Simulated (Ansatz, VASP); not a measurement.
**One calculation of BaTiO3, two programs**

The input INCAR:

```
  PREC = Accurate
  ENCUT = 520
  EDIFF = 1E-7
  ISMEAR = -1
  SIGMA = 0.05
  LREAL = F
  LASPH = T
  NELM = 100
  ALGO = Normal
  ISIF = 2
  LWAVE = F
  LCHARG = F
  GGA = PS
  NBANDS = 28
```

File KPOINTS:

```
Automatic mesh
0
Gamma
  7 7 7
```

File POSCAR:

```
BaTiO3
1.0
    4.0782473671      0.0000000000      0.0000000000
    0.0000000000      4.0782473671      0.0000000000
    0.0000000000      0.0000000000      4.0968043205
Ba Ti O
1 1 3
Direct
    0.0000000000      0.0000000000      0.0000000000
    0.5000000000      0.5000000000      0.4900000000
    0.0000000000      0.5000000000      0.5170000000
    0.5000000000      0.0000000000      0.5170000000
    0.5000000000      0.5000000000      0.0190000000
```

File input.yaml:

```yaml
crystal:
  lattice:
    - [4.0782473671, 0.0, 0.0]
    - [0.0, 4.0782473671, 0.0]
    - [0.0, 0.0, 4.0968043205]
  atoms:
    - { symbol: Ba, position: [0.0, 0.0, 0.0] }
    - { symbol: Ti, position: [0.5, 0.5, 0.49] }
    - { symbol: O, position: [0.0, 0.5, 0.517] }
    - { symbol: O, position: [0.5, 0.0, 0.517] }
    - { symbol: O, position: [0.5, 0.5, 0.019] }
kpoints:
  mp_grid: { grid: [7, 7, 7] }
scf:
  occupations: { method: fermi_dirac, width: 0.05 }
hamiltonian:
  xc: pbesol
  pseudopotentials: { kind: all_electron, lapw: { basis_error: 0.001 } }
output:
  forces: true
  stress: true
  eigenvalues: true
```

Change from the starting cell: volume scaled by 1.06.

Alike in both runs: task single point; functional PBEsol; k mesh 7 × 7 × 7; occupations fermi-dirac, width 0.05 eV; no spin polarisation.

|  | VASP | Ansatz |
| --- | --- | --- |
| version | VASP 6.6.1 | Ansatz 0.2.0 |
| potentials or method | VASP PAW PBE potentials, release 64 (Ba_sv, Ti_sv, O) | all-electron LAPW, scalar-relativistic |
| plane-wave cutoff (eV) | 520 | see its input |

Ansatz gave:

```
gap on the k mesh at the Fermi level (eV)       : 1.75
least direct gap on the mesh (eV)               : 1.96
pressure (GPa)                                  : -12.0
largest component of the traceless stress (GPa) : 0.44
rms of the force components (eV/Å)              : 0.214
```

Task: What did VASP give for the same quantities?

Result: gap on the k mesh at the Fermi level (eV): 1.70; least direct gap on the mesh (eV): 1.94; pressure (GPa): -10.6; largest component of the traceless stress (GPa): 0.49; rms of the force components (eV/Å): 0.205.

Atom by atom the forces differ by 0.014 eV/Å (rms over components). Ansatz ran all-electron here, so the differences hold the error of VASP's frozen core and of both bases.

Caveats: spin-orbit coupling is left out, which moves the levels of the heavy elements; an odd mesh through Γ misses points on the zone boundary, where band edges often lie; the PAW data sets were made with another functional, which shifts forces and pressure a little (VASP).
